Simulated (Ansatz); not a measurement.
# Ag: further runs on the relaxed cell

One table from this session's results is given with a row withheld; the runs are named, their logs left out.

Method: DFT PBEsol, scalar-relativistic, plane waves, PAW, in Ansatz 0.2.0.

1 further run of the same task is left out (set aside as unsound or not needed).

## The system as given

Symmetry: R-3m, No. 166, trigonal system. The conventional cell has a = 2.869 Å, b = 2.869 Å, c = 21.059 Å, α = 90.00°, β = 90.00°, γ = 120.00°. Ag (site symmetry -3m) is surrounded by 12 Ag at 2.87 Å. Ag (site symmetry 3m) has 12 Ag at 2.87 Å as nearest neighbours.

As a file:

```cif
data_structure
_symmetry_space_group_name_H-M 'R-3m:H'
_symmetry_Int_Tables_number 166
_cell_length_a 2.8687
_cell_length_b 2.8687
_cell_length_c 21.0590
_cell_angle_alpha 90.000
_cell_angle_beta 90.000
_cell_angle_gamma 120.000
_cell_volume 150.09
loop_
_atom_site_label
_atom_site_type_symbol
_atom_site_symmetry_multiplicity
_atom_site_Wyckoff_symbol
_atom_site_fract_x
_atom_site_fract_y
_atom_site_fract_z
_atom_site_occupancy
Ag1 Ag 3 a 0.00000 0.00000 0.00000 1
Ag2 Ag 6 c 0.00000 0.00000 0.77769 1
```

It goes back to an entry of the Materials Project, which need not be the stable form.

This cell was relaxed beforehand with the same method: volume 16.68 Å³/atom, gap on the mesh none (metal).

Set-up of the first run:

File input.yaml:

```yaml
crystal:
  lattice:
    - [1.4343705898, 0.8281342461, 7.0196725485]
    - [-1.4343705898, 0.8281342461, 7.0196725485]
    - [0.0, -1.6562684923, 7.0196725485]
  atoms:
    - { symbol: Ag, position: [0.0, 0.0, 0.0] }
    - { symbol: Ag, position: [0.7776871195, 0.7776871195, 0.7776871195] }
    - { symbol: Ag, position: [0.2223128805, 0.2223128805, 0.2223128805] }
basis:
  ecutwfc: 420
kpoints:
  mp_grid: { grid: [18, 18, 18] }
  band_path:
    path:
      - [[0.0, 0.0, 0.0], [0.5, 0.5, 0.5], [0.82405486, 0.17594514, 0.5]]
      - [[0.5, -0.17594514, 0.17594514], [0.5, 0.0, 0.0], [0.0, 0.0, 0.0], [0.33797257, -0.33797257, 0.0]]
      - [[0.66202743, 0.0, 0.33797257], [0.5, 0.0, 0.5], [0.0, 0.0, 0.0]]
    npoints: 14
hamiltonian:
  xc: pbesol
scf:
  occupations: { method: gaussian, width: 0.1 }
  n_extra_bands: 7
output:
  forces: true
  stress: true
  eigenvalues: true
  populations: true
  dos: { projected: true, de: 0.02, nscf_kmesh: { grid: [27, 27, 27] } }
  bader: true
```

Launch:

```
$ ansatz run input.yaml --threads 1 --pin off --max-ram 2560MiB --backend cpu --events-out ev --progress --plain --runs-dir out
```

Steps of the session up to this table: Static run: bands, density of states and charges; The cell as listed, for comparison; Atoms relaxed in the listed cell; Point at V/V0 = 0.97; Point at V/V0 = 1.03; The cell scaled to 0.94 of its volume; Volume × 1.06.

One table of the session follows, with a row left open; its other results are not shown here.

It belongs to the step «Energy against volume». 

```
volume (Å³/atom)  energy above the lowest point (meV/atom)  pressure (GPa)
          15.676                                      25.4            8.70
          16.176                                       5.9            3.92
          16.677                                       0.0            0.00
          17.177                                         ?               ?
          17.677                                      19.4           -5.83
```

Estimate the missing values for volume (Å³/atom) = 17.177.

Worked estimate for «energy above the lowest point (meV/atom)». A straight line through the neighbours (16.677, 0.0) and (17.677, 19.4) gives 0.0 + (19.4 − 0.0) × (17.177 − 16.677) / (17.677 − 16.677) = 9.7; a parabola fitted to 3 rows on both sides gives 4.5.

As computed: energy above the lowest point (meV/atom): 5.2; pressure (GPa): -3.21. In «energy above the lowest point (meV/atom)» the line misses by +4.5 and the parabola by -0.7.

To keep in mind: Warnings in the runs' records: stress scf threshold loose.
